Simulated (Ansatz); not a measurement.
# SnO2: the cost of one run

Computed with Ansatz 0.2.0 (DFT r2SCAN, scalar-relativistic, plane waves, PAW, unless a step's input says otherwise).

### Step 1. The structure to begin with

Symmetry: Pnnm, No. 58, orthorhombic system. The conventional cell has a = 4.788 Å, b = 4.867 Å, c = 3.241 Å, α = 90.00°, β = 90.00°, γ = 90.00°. Around Sn (site symmetry 2/m) lie 6 O at 2.09 to 2.10 Å. O (site symmetry m) has 3 Sn at 2.09 to 2.10 Å in its first shell of neighbours.

Coordinates:

```cif
data_structure
_symmetry_space_group_name_H-M 'Pnnm'
_symmetry_Int_Tables_number 58
_cell_length_a 4.7880
_cell_length_b 4.8666
_cell_length_c 3.2409
_cell_angle_alpha 90.000
_cell_angle_beta 90.000
_cell_angle_gamma 90.000
_cell_volume 75.52
loop_
_atom_site_label
_atom_site_type_symbol
_atom_site_symmetry_multiplicity
_atom_site_Wyckoff_symbol
_atom_site_fract_x
_atom_site_fract_y
_atom_site_fract_z
_atom_site_occupancy
Sn1 Sn 2 a 0.50000 0.50000 0.50000 1
O1 O 4 g 0.29185 0.32104 0.00000 1
```

Source of the structure: the Materials Project (structure only).

### Step 2. Probe: one point at the start

Contents of input.yaml:

```yaml
crystal:
  lattice:
    - [4.788004, 0.0, 0.0]
    - [0.0, 4.866582, 0.0]
    - [0.0, 0.0, 3.240898]
  atoms:
    - { symbol: Sn, position: [0.5, 0.5, 0.5] }
    - { symbol: Sn, position: [0.0, 0.0, 0.0] }
    - { symbol: O, position: [0.291855, 0.321042, 0.0] }
    - { symbol: O, position: [0.791855, 0.178958, 0.5] }
    - { symbol: O, position: [0.208145, 0.821042, 0.5] }
    - { symbol: O, position: [0.708145, 0.678958, 0.0] }
basis:
  ecutwfc: 500
kpoints:
  mp_grid: { grid: [4, 4, 6] }
hamiltonian:
  xc: r2scan
scf:
  occupations: { method: gaussian, width: 0.1 }
output:
  forces: true
  stress: true
  eigenvalues: true
```

Command:

```console
ansatz run input.yaml --threads 2 --pin off --max-ram 5120MiB --backend cpu --events-out ev --progress --plain --runs-dir out
```

**Question.** How long does this run take on 2 threads of Arm Neoverse V2, shared host, and how much memory does it need?

About 5.5 s, with a peak of 0.52 GiB.
